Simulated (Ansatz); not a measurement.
# ZnSe: enthalpy against pressure

ZnSe, F-43m, a = 5.633 Å. Ansatz: PBEsol, PAW, 420 eV, Γ-centred 8×8×8 mesh on 2 atoms, Gaussian smearing 0.02 eV; no spin polarisation. Cell and atoms are relaxed at each pressure, and no other structure is tried; the real crystal is known to change phase within this range, so the rows at high pressure are metastable. y is the enthalpy over the state at zero pressure; there V0 = 22.345 Å³/atom. The pressures are the targets, met within 0.03 GPa.

| P (GPa) | y (eV/atom) |
| --- | --- |
| -1.0 | -0.1406 |
| 0.0 | 0.0000 |
| 1.0 | 0.1384 |
| 4.0 | 0.5425 |
| 12.0 | ? |
| 25.0 | 3.0629 |
| 50.0 | 5.6664 |
| 90.0 | 9.3523 |

Task: Fit y = c1 P + c2 P² + c3 P³ to the other rows, say what c1 and c2 mean, and predict the missing value.

Result: Least squares on the rows shown. y = 0.13494 P − 0.00054348 P² + 2.2088×10⁻⁶ P³. Since dH/dP = V, c1 is V0: 0.13494 eV/GPa × 160.2 = 21.617 Å³ against 22.345; c2 = −V0/(2B0) gives B0 = 124 GPa, where a Birch–Murnaghan fit to the volumes of the same runs (not shown) gives 65 GPa. The volume falls by 38 % over the range, most steeply at the start, which a cubic can't follow: here c1 isn't V0 and c2 doesn't give B0. Above P = −c2/(3 c3) = 82 GPa the cubic's slope, the volume, would rise with pressure, so the form fails there. At P = 12.0 the fit asked for gives 1.5448 eV/atom. The run gave 1.5554 eV/atom, so the fit is 0.0106 eV/atom too low, within twice the rms miss on the fitted rows (0.0058 eV/atom).

The mesh isn't the same in all rows (8×8×8, 10×10×10).